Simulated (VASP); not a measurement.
BAs:

```
B As
1.0
     0.00000    2.38850    2.38850
     2.38850    0.00000    2.38850
     2.38850    2.38850    0.00000
B As
1 1
Direct
  0.00000 0.00000 0.00000
  0.25000 0.25000 0.25000
```

Base run:

- Program: VASP 6.6.1
- Functional: PBE
- Potentials or basis: VASP PAW PBE potentials, release 64 (B, As)
- Cutoff: 520 eV
- k mesh: 6 × 6 × 6
- Occupations: gaussian, width 0.03 eV
- Spin: no spin polarisation

Its results: band gap on the k mesh 1.27 eV, indirect (least direct gap 3.27 eV); pressure 3.5 GPa.

The run is repeated on the same cell with these changes: functional from PBE to PBE0. What comes out?

Band gap on the k mesh 2.62 eV, indirect (least direct gap 4.79 eV); pressure -0.7 GPa.

PBE0 gives the wider gap, since exact exchange removes part of the self-interaction.

Caveats: the PAW data sets were made with another functional, which shifts forces and pressure a little (some runs).

A k mesh can miss the band edges.
